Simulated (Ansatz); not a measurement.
# Cr (Cmcm) in Ansatz: a series of runs

One crystal, Cr, is run at these levels: LDA; tasks: single point, equation of state.

Program: Ansatz 0.2.0. These are calculated values, not measurements. Logs are shortened: lines on timing, memory, paths and dates and some standing lists are left out, and cuts for length are marked.

### 1 Starting point

The structure is orthorhombic, space group Cmcm (No. 63). The conventional cell has a = 2.294 Å, b = 4.934 Å, c = 4.064 Å, α = 90.00°, β = 90.00°, γ = 90.00°. Cr (site symmetry m2m) is surrounded by 8 Cr at 2.29 to 2.62 Å.

This isn't the form of Cr at room conditions, which is bcc.

### 2 Single point, LDA, collinear spin, ferromagnetic start, 10.81 Å³/atom (volume scaled by 0.94)

File input.yaml:

```yaml
crystal:
  lattice:
    - [1.1236347407, -2.4166635374, 0.0]
    - [1.1236347407, 2.4166635374, 0.0]
    - [0.0, 0.0, 3.9813423424]
  atoms:
    - { symbol: Cr, position: [0.87053258, 0.12946742, 0.75], spin: 3.0 }
    - { symbol: Cr, position: [0.12946742, 0.87053258, 0.25], spin: 3.0 }
hamiltonian:
  xc: lda
  pseudopotentials: { kind: paw }
magnetization:
  spin_polarized: true
kpoints:
  mp_grid: { grid: [13, 13, 7] }
scf:
  occupations: { method: fermi_dirac, width: 0.05 }
output:
  forces: true
  stress: true
  eigenvalues: true
```

Potentials or basis: Ansatz PAW.

Started as:

```sh
> ansatz run input.yaml --threads 2 --pin off --max-ram 5632MiB --backend cpu --events-out ev --progress --plain --runs-dir out
```

Output:

```text
Warning: RAYON_NUM_THREADS=2 ignored (pool sized by the plan → 2); use --threads N
Engine: ansatz 0.2.0, x86_64-unknown-linux-gnu
Pseudopotentials: kind: paw
Pseudopotential: Cr, paw, valence charge 14, recommended cutoff 420 eV (normal), Cr.paw.azcp
Functional definition: SPW92
  exchange = slater_x
  correlation = pw_c
Crystal: 2 atoms, lattice volume = 21.622 Å³
Basis set: ecut = 420 eV, 411 PW (Γ)
Bands: 21, of which v1, the nominal top of the filled ones, is band 14 counted from 1 (13 counted from 0)
Symmetry: 8 space group operations
Space group: Cmcm (ITA 63), of the structure as read, at distance tolerance 2.8e-5 Å
Magnetic group: BNS 63.457 (UNI 555), of the structure as read, at distance tolerance 2.8e-5 Å
k-points: 196 of 1183
Non-local potential: Cr, projectors of the file, l = 0: 3, l = 1: 2, l = 2: 3, l = 3: 1
PAW form: soft (Blöchl's): semilocal exchange-correlation on the pseudo side does not see the compensation charge
PAW frozen core: Cr, regenerated for the run's functional, and the local potential with it (the file was generated under x = pbe(κ = 0.804, μ = 0.2195149727645171), c = pbe(β = 0.06672455060314922))
PAW one-centre angular grid: Cr, 590 points (default); XC on 64 Gauss nodes
Initial density: superposition of atomic densities (chi_scale 0.1, normalization cell)
Starting moments: Σ|m| = 6 μB on 2 of 2 sites
Initial wavefunctions: pseudopotential atomic-orbital guess
Functional: x = slater, c = lda
SCF iter   1: F=—  HF=-6652.514481 eV  |F-HF|=—  |Δ(HF+E_count)|=         —  Δρ=3.37e-1 (↑3.37e-1 ↓1.48e-1)  dr2=9.94e0  dr2_m=1.05e1  M=0.611 μB ∫|m|=0.611 μB  β_m=0.30  ethr=3.10e-3  ⟨swp⟩=3.6  Hψ=28921  notcnv=0
Mixer restart at iter 1: flushing history
preconditioner: auto → none  [metal: Δε(μ)=0.016 eV  Ē_g=7.538 eV  σ=0.050 eV  W_gap=0.08  n_scr=4 (ndim 8)  ℏωp=27.7 eV  f_vac=0.000  D(μ)=1.54/eV (n_scr^D=22)  sad-step TF]
SCF iter   2: F=—  HF=-6647.543563 eV  |F-HF|=—  |Δ(HF+E_count)|=    4.97e0  Δρ=2.16e-1 (↑2.16e-1 ↓1.18e-1)  dr2=3.11e0  dr2_m=5.12e0  M=0.588 μB ∫|m|=0.588 μB  β_m=0.57  ethr=3.10e-3  ⟨swp⟩=2.2  Hψ=17988  notcnv=0  defer=417
SCF iter   3: F=—  HF=-6645.472888 eV  |F-HF|=—  |Δ(HF+E_count)|=    2.07e0  Δρ=5.05e-2 (↑5.05e-2 ↓2.48e-2)  dr2=2.18e-1  dr2_m=2.54e-1  M=0.225 μB ∫|m|=0.225 μB  β_m=0.61  ethr=3.10e-3  ⟨swp⟩=2.3  Hψ=13768  notcnv=0  defer=409
SCF iter   4: F=—  HF=-6645.442598 eV  |F-HF|=—  |Δ(HF+E_count)|=   3.03e-2  Δρ=9.77e-3 (↑3.19e-3 ↓9.77e-3)  dr2=2.00e-2  dr2_m=3.66e-3  M=0.046 μB ∫|m|=0.049 μB  β_m=0.80  ethr=7.77e-4  ⟨swp⟩=2.8  Hψ=17561  notcnv=0  defer=348
SCF iter   5: F=—  HF=-6645.455120 eV  |F-HF|=—  |Δ(HF+E_count)|=   1.25e-2  Δρ=8.07e-4 (↑8.07e-4 ↓6.45e-4)  dr2=7.74e-5  dr2_m=6.94e-5  M=0.002 μB ∫|m|=0.005 μB  β_m=0.87  ethr=7.15e-5  ⟨swp⟩=2.1  Hψ=14117  notcnv=0  defer=345
SCF iter   6: F=—  HF=-6645.455227 eV  |F-HF|=—  |Δ(HF+E_count)|=   1.07e-4  Δρ=1.75e-4 (↑8.10e-5 ↓1.75e-4)  dr2=3.98e-6  dr2_m=2.35e-6  M=0.001 μB ∫|m|=0.001 μB  β_m=0.86  ethr=2.76e-7  ⟨swp⟩=2.0  Hψ=13653  notcnv=0  defer=345
SCF iter   7: F=—  HF=-6645.455227 eV  |F-HF|=—  |Δ(HF+E_count)|=   1.10e-7  Δρ=5.07e-5 (↑5.07e-5 ↓3.75e-5)  dr2=8.62e-8  dr2_m=3.70e-7  M=0.000 μB ∫|m|=0.000 μB  β_m=0.93  ethr=1.42e-8  ⟨swp⟩=2.5  Hψ=13490  notcnv=0  defer=345
SCF iter   8: F=—  HF=-6645.455227 eV  |F-HF|=—  |Δ(HF+E_count)|=   1.06e-7  Δρ=1.31e-5 (↑1.31e-5 ↓8.49e-6)  dr2=2.63e-8  dr2_m=1.77e-8  M=0.000 μB ∫|m|=0.000 μB  β_m=0.88  ethr=3.08e-10  ⟨swp⟩=2.1  Hψ=12818  notcnv=0  defer=345
SCF iter   9: F=—  HF=-6645.455227 eV  |F-HF|=—  |Δ(HF+E_count)|=   1.02e-8  Δρ=1.90e-6 (↑1.90e-6 ↓1.62e-6)  dr2=1.23e-9  dr2_m=1.73e-10  M=0.000 μB ∫|m|=0.000 μB  β_m=0.77  ethr=9.39e-11  ⟨swp⟩=2.0  Hψ=11767  notcnv=0  defer=345
SCF iter  10: F=-6645.455227 eV  HF=-6645.455227 eV  |F-HF|=3.46e-11  |Δ(HF+E_count)|=  5.96e-10  Δρ=3.57e-7 (↑3.57e-7 ↓3.18e-7)  dr2=5.02e-11  dr2_m=5.69e-12  M=-0.000 μB ∫|m|=0.000 μB  ethr=4.38e-12  ⟨swp⟩=4.1  Hψ=28012  notcnv=0
SCF 1 converged in 10 iterations: F = -6645.455227 eV  dr2 = 5.02e-11
WARN: the starting moments were not kept: the SCF closed with an absolute magnetisation of 3.6e-6 μB, where they sum to 6 μB in size (2 sites). That is at most 0.1 of that sum. Measured as dr2_m measures the in/out step, that magnetisation stands 3.8e-12 eV from none, at or under the dr2_threshold of 1.0e-7 eV: it is no larger than a step whose dr2_m would equal this threshold. The system may hold no moment; this SCF shows only that its start led to no more than that. To try another start: raise the starting moments (crystal.atoms[].spin, magnetization.per_species, magnetization.initial_magnetization, or on a non-collinear deck that types none of these the spinor_matrix: blocks that start its atoms; where the total moment is fixed, keep their sum and leave initial_magnetization as it is; typed ones take the place of any that the run laid by itself, positive ones on a crystal's lanthanoids without a Hubbard term where scf.initial_density.shell_occupations: [] is typed) or, if the notice of its spin-set hold's release reads "site moments contracting" or "site moments show no strong build", lengthen the hold (scf.mixing.spin_hold: { on: { confirm: 4 } }; for m-r²SCAN on two components see the key's manual first). Each may lead to a state that holds a moment. A second SCF, from the converged charge density, with the starting moments and any scf.initial_density.shell_occupations laid on it anew, would have followed, and was not run: the deck does not ask for one (magnetization.retry_lost_moments is false, the default). To let it run, set magnetization.retry_lost_moments: true and run the deck again, where that key's refused combinations let it; where memory then withholds it, that run's warning says so.
SCF converged after 10 iterations
Magnetization: -0.0000 μB (14.0000 up, 14.0000 down)
Absolute magnetization: 0.0000 μB (∫|ρ↑−ρ↓|, with the PAW one-centre terms)
Spin contamination: 0.0000 ħ² per cell (⟨S²⟩ above its minimum at these occupations)
Per-site moments (μB) at R_I (Å): [(-1.2614882384364011e-6, 0.9269986610775), (-1.2614882384189832e-6, 0.9269986610775)]
Free energy (F): -6645.455227 eV
Harris-Foulkes:  -6645.455227 eV  (|F-HF|=3.46e-11)
Internal energy: -6645.433087 eV  (E = F + TS)
E sigma→0 (E₀):  -6645.444157 eV
Entropy (-TS):   -0.022139 eV (-11.070 meV/atom)
Fermi energy:    20.570537 eV
--- Per-component energies (eV) ---
  E_band       = -248.687838
  E_kinetic    = 693.471206
  E_local      = -2269.986962  (includes V_loc(G=0)·N_el)
  E_nonlocal   = 169.746242
  E_hartree    = 1000.927813
  E_xc         = -279.893227
  E_vxc        = -359.093717  (∫ρ·V_xc dr)
  E_paw        = -2284.339830  (= ΣΔE_a)
  E_vpaw       = -484.681314  (= ΣTr[D̂ρ^β])
  E_aug_tail   = 0.000643  (compensation charges beyond the density's cutoff)
  E_ewald      = -3676.089222
  E_core_change = 0.730249  (= ΣΔE_core)
  E_smearing   = -0.022139  (= −TS)
  E_closure    = 0.000000  (closes the sum)
  Σ components = -6645.455227   (vs F -6645.455227, Δ=0.00e0)
--- Forces (eV/Å), atoms counted from 1 ---
  atom   1  Cr     0.00000000     0.20088465     0.00000000
  atom   2  Cr     0.00000000    -0.20088465     0.00000000
  max |Σ_I F_I| component: 2.78e-17 eV/Å
--- Stress (GPa, compression-positive) ---
        6.239465       0.000000       0.000000
        0.000000       4.746938       0.000000
        0.000000       0.000000      11.862766
  P = ⅓ Tr σ = 7.6164 GPa (76.164 kbar)
--- Band table (eV; the first three rows and the last of 392) ---
  k-point 0 ↑: bands = ["-50.5658", "-50.2861", "-22.6715", "-21.9575", "-21.6507", "-21.4737", "-21.3616", "-21.3475", "12.6131", "15.9134", "18.2331", "18.4743", "19.6170", "20.7245", "21.6435", "21.6845", "21.8326", "22.3849", "22.5521", "23.4254", "31.1580"]
  k-point 1 ↑: bands = ["-50.5522", "-50.3002", "-22.6157", "-21.9452", "-21.6651", "-21.5331", "-21.3609", "-21.3482", "12.8465", "15.9363", "18.2281", "18.4662", "19.8042", "20.5319", "21.2396", "21.4917", "21.5420", "22.5627", "22.7006", "23.2017", "32.0404"]
  k-point 2 ↑: bands = ["-50.5140", "-50.3396", "-22.4583", "-21.9169", "-21.7049", "-21.6914", "-21.3589", "-21.3501", "13.5087", "15.8771", "18.2778", "18.4520", "20.0108", "20.0376", "20.3775", "21.2681", "21.3096", "22.6146", "22.8518", "22.9414", "34.1289"]
  k-point 195 ↓: bands = ["-50.3558", "-50.3441", "-22.6169", "-22.6020", "-21.7331", "-21.7016", "-21.4354", "-21.3953", "15.9361", "16.0478", "17.4677", "17.8164", "20.7369", "20.8773", "21.9336", "22.4525", "23.0260", "23.1578", "23.1854", "23.6395", "30.4304"]
```

Wall time 7.2 s (2 threads of Intel Xeon Platinum 8375C at 2.90GHz (Ice Lake), shared host); peak memory 0.48 GiB.

Results:

```
Free energy            : -6645.4552 eV
Pressure               : 7.6 GPa
Largest force          : 0.201 eV/Å
Band gap on the k mesh : none (metal or under the smearing width)
Net moment             : 0.00 μB per cell
Absolute moment        : 0.00 μB per cell
```

Caveat: the starting moments collapsed, and a magnetic state may lie lower; the PAW data sets come from PBE, with cores solved anew for the run's functional, which leaves a small shift of forces and pressure; the starting moments weren't kept.

### 3 Single point, LDA, collinear spin, ferromagnetic start, 11.04 Å³/atom (volume scaled by 0.96)

Changes to input.yaml since step 2:

```diff
@@ -2,5 +2,5 @@
   lattice:
-    - [1.1236347407, -2.4166635374, 0.0]
-    - [1.1236347407, 2.4166635374, 0.0]
-    - [0.0, 0.0, 3.9813423424]
+    - [1.1315479221, -2.4336828554, 0.0]
+    - [1.1315479221, 2.4336828554, 0.0]
+    - [0.0, 0.0, 4.0093808883]
   atoms:
```

Potentials or basis: Ansatz PAW.

Started as:

```sh
> ansatz run input.yaml --threads 2 --pin off --max-ram 5632MiB --backend cpu --events-out ev --progress --plain --runs-dir out
```

Run time: 6 s. Hardware: 2 threads of Intel Xeon Platinum 8375C at 2.90GHz (Ice Lake), shared host; peak memory 0.48 GiB.

It converged, with:

```
Free energy            : -6645.4679 eV
Pressure               : 1.4 GPa
Largest force          : 0.188 eV/Å
Band gap on the k mesh : none (metal or under the smearing width)
Net moment             : 0.00 μB per cell
Absolute moment        : 0.00 μB per cell
```

Caveat: the starting moments collapsed, and a magnetic state may lie lower; the PAW data sets come from PBE, with cores solved anew for the run's functional, which leaves a small shift of forces and pressure; the starting moments weren't kept.

### 4 Single point, LDA, collinear spin, ferromagnetic start, 11.27 Å³/atom (volume scaled by 0.98)

Changes to input.yaml since step 3:

```diff
@@ -2,5 +2,5 @@
   lattice:
-    - [1.1315479221, -2.4336828554, 0.0]
-    - [1.1315479221, 2.4336828554, 0.0]
-    - [0.0, 0.0, 4.0093808883]
+    - [1.1393519475, -2.4504674055, 0.0]
+    - [1.1393519475, 2.4504674055, 0.0]
+    - [0.0, 0.0, 4.0370326648]
   atoms:
```

Started as:

```sh
> ansatz run input.yaml --threads 2 --pin off --max-ram 5632MiB --backend cpu --events-out ev --progress --plain --runs-dir out
```

Wall time 6.5 s (2 threads of Intel Xeon Platinum 8375C at 2.90GHz (Ice Lake), shared host); peak memory 0.49 GiB.

It converged, with:

```yaml
Free_energy: -6645.4637 eV
Pressure: -4.3 GPa
Largest_force: 0.175 eV/Å
Band_gap_on_the_k_mesh: none (metal or under the smearing width)
Net_moment: 0.00 μB per cell
Absolute_moment: 0.00 μB per cell
```

Caveat: the starting moments collapsed, and a magnetic state may lie lower; the PAW data sets come from PBE, with cores solved anew for the run's functional, which leaves a small shift of forces and pressure; the starting moments weren't kept.

### 5 Single point, LDA, collinear spin, ferromagnetic start, 11.50 Å³/atom

Changes to input.yaml since step 4:

```diff
@@ -2,5 +2,5 @@
   lattice:
-    - [1.1393519475, -2.4504674055, 0.0]
-    - [1.1393519475, 2.4504674055, 0.0]
-    - [0.0, 0.0, 4.0370326648]
+    - [1.147050505, -2.46702512, 0.0]
+    - [1.147050505, 2.46702512, 0.0]
+    - [0.0, 0.0, 4.06431074]
   atoms:
```

Started as:

```sh
> ansatz run input.yaml --threads 2 --pin off --max-ram 5632MiB --backend cpu --events-out ev --progress --plain --runs-dir out
```

It took 7 s on 2 threads of Intel Xeon Platinum 8375C at 2.90GHz (Ice Lake), shared host; peak memory 0.5 GiB.

It converged, with:

- Free energy: -6645.4441 eV
- Pressure: -9.3 GPa
- Largest force: 0.162 eV/Å
- Band gap on the k mesh: none (metal or under the smearing width)
- Net moment: 0.00 μB per cell
- Absolute moment: 0.00 μB per cell

Caveat: the starting moments collapsed, and a magnetic state may lie lower; the PAW data sets come from PBE, with cores solved anew for the run's functional, which leaves a small shift of forces and pressure; the starting moments weren't kept.

### 6 Single point, LDA, collinear spin, ferromagnetic start, 11.73 Å³/atom (volume scaled by 1.02)

Changes to input.yaml since step 5:

```diff
@@ -2,5 +2,5 @@
   lattice:
-    - [1.147050505, -2.46702512, 0.0]
-    - [1.147050505, 2.46702512, 0.0]
-    - [0.0, 0.0, 4.06431074]
+    - [1.1546470873, -2.4833635108, 0.0]
+    - [1.1546470873, 2.4833635108, 0.0]
+    - [0.0, 0.0, 4.0912274896]
   atoms:
@@ -21 +21,5 @@
   eigenvalues: true
+  write_density: true
+  write_potential: true
+  elf: true
+  volumetric_format: npy
```

Potentials or basis: Ansatz PAW.

Started as:

```sh
> ansatz run input.yaml --threads 2 --pin off --max-ram 5632MiB --backend cpu --events-out ev --progress --plain --runs-dir out
```

It took 8.1 s on 2 threads of Intel Xeon Platinum 8375C at 2.90GHz (Ice Lake), shared host; peak memory 0.51 GiB.

It converged, with:

| Item | Value |
| --- | --- |
| Free energy | -6645.4108 eV |
| Pressure | -13.8 GPa |
| Largest force | 0.151 eV/Å |
| Band gap on the k mesh | none (metal or under the smearing width) |
| Net moment | 0.00 μB per cell |
| Absolute moment | 0.00 μB per cell |

Caveat: the starting moments collapsed, and a magnetic state may lie lower; the PAW data sets come from PBE, with cores solved anew for the run's functional, which leaves a small shift of forces and pressure; the starting moments weren't kept.

### 7 Single point, LDA, collinear spin, ferromagnetic start, 11.96 Å³/atom (volume scaled by 1.04)

Changes to input.yaml since step 6:

```diff
@@ -2,5 +2,5 @@
   lattice:
-    - [1.1546470873, -2.4833635108, 0.0]
-    - [1.1546470873, 2.4833635108, 0.0]
-    - [0.0, 0.0, 4.0912274896]
+    - [1.1621450058, -2.4994896998, 0.0]
+    - [1.1621450058, 2.4994896998, 0.0]
+    - [0.0, 0.0, 4.1177946463]
   atoms:
@@ -21,5 +21 @@
   eigenvalues: true
-  write_density: true
-  write_potential: true
-  elf: true
-  volumetric_format: npy
```

Started as:

```sh
> ansatz run input.yaml --threads 2 --pin off --max-ram 5632MiB --backend cpu --events-out ev --progress --plain --runs-dir out
```

Wall time 7.2 s (2 threads of Intel Xeon Platinum 8375C at 2.90GHz (Ice Lake), shared host); peak memory 0.5 GiB.

Results (log left out):

| Property | Result |
| --- | --- |
| Free energy | -6645.3651 eV |
| Pressure | -17.9 GPa |
| Largest force | 0.139 eV/Å |
| Band gap on the k mesh | none (metal or under the smearing width) |
| Net moment | 0.00 μB per cell |
| Absolute moment | 0.00 μB per cell |

Caveat: the starting moments collapsed, and a magnetic state may lie lower; the PAW data sets come from PBE, with cores solved anew for the run's functional, which leaves a small shift of forces and pressure; the starting moments weren't kept.

### 8 Single point, LDA, collinear spin, ferromagnetic start, 12.19 Å³/atom (volume scaled by 1.06)

Changes to input.yaml since step 7:

```diff
@@ -2,5 +2,5 @@
   lattice:
-    - [1.1621450058, -2.4994896998, 0.0]
-    - [1.1621450058, 2.4994896998, 0.0]
-    - [0.0, 0.0, 4.1177946463]
+    - [1.1695474029, -2.5154104456, 0.0]
+    - [1.1695474029, 2.5154104456, 0.0]
+    - [0.0, 0.0, 4.1440233448]
   atoms:
```

Started as:

```sh
> ansatz run input.yaml --threads 2 --pin off --max-ram 5632MiB --backend cpu --events-out ev --progress --plain --runs-dir out
```

It took 7.1 s on 2 threads of Intel Xeon Platinum 8375C at 2.90GHz (Ice Lake), shared host; peak memory 0.5 GiB.

The run converged. Its results:

```
Free energy            : -6645.3085 eV
Pressure               : -21.5 GPa
Largest force          : 0.128 eV/Å
Band gap on the k mesh : none (metal or under the smearing width)
Net moment             : 0.00 μB per cell
Absolute moment        : 0.00 μB per cell
```

Caveat: the starting moments collapsed, and a magnetic state may lie lower; the PAW data sets come from PBE, with cores solved anew for the run's functional, which leaves a small shift of forces and pressure; the starting moments weren't kept.

### 9 Equation of state, LDA, collinear spin, ferromagnetic start

Potentials or basis: Ansatz PAW.

No new run: the results of the series are fitted here.

What came out:

- Equilibrium volume: 11.09 Å³/atom
- Bulk modulus at fixed shape and positions: 279 GPa
- Pressure derivative of the bulk modulus: 4.2

Energy against volume, from the lowest point:
| volume (Å³/atom) | energy (meV/atom) |
| --- | --- |
| 10.811 | 6.36 |
| 11.041 | 0.00 |
| 11.271 | 2.15 |
| 11.501 | 11.94 |
| 11.731 | 28.59 |
| 11.961 | 51.41 |
| 12.191 | 79.73 |

Caveat: the cell was scaled at fixed shape and fractional positions, which overstates the stiffness of a crystal with free parameters, most of all of layers and chains.
